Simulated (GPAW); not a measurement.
The system is Ge.

```
Ge
1.0
     0.00000    2.82891    2.82891
     2.82891    0.00000    2.82891
     2.82891    2.82891    0.00000
Ge
2
Cartesian
  4.2434 4.2434 4.2434
  2.8289 2.8289 2.8289
```

```yaml
Program: GPAW 26.7.0
Task: single point
Functional: PBEsol
Potentials_or_basis: PAW data sets generated in the run's folder for this functional
Cutoff: 600 eV
Basis: pw
k_mesh: 8 × 8 × 8
Occupations: fermi-dirac, width 0.05 eV
Spin: no spin polarisation
```

On this cell: pressure 0.9 GPa; largest force zero by symmetry; band gap on the k mesh 0.04 eV, direct.

The same run follows on a disturbed copy (atoms moved at random, drawn with an rms of 0.05 Å):

```
CELL_PARAMETERS angstrom
0.00000 2.82891 2.82891
2.82891 0.00000 2.82891
2.82891 2.82891 0.00000
ATOMIC_POSITIONS crystal
Ge 0.76097 0.73326 0.75334
Ge 0.49345 0.48940 0.51015
```

What does the disturbed cell give?

The energy moves by +9.9 meV/atom; pressure 1.1 GPa; largest force 0.713 eV/Å; band gap on the k mesh none (metal or under the smearing width).

Forces in eV/Å, atoms in the order of the input:
```
Ge   0.448 -0.382 -0.402
Ge  -0.448  0.382  0.402
```

Stress tensor (GPa, compression positive):
```
 1.09 -1.14 -1.08
-1.14  1.11  1.28
-1.08  1.28  1.10
```
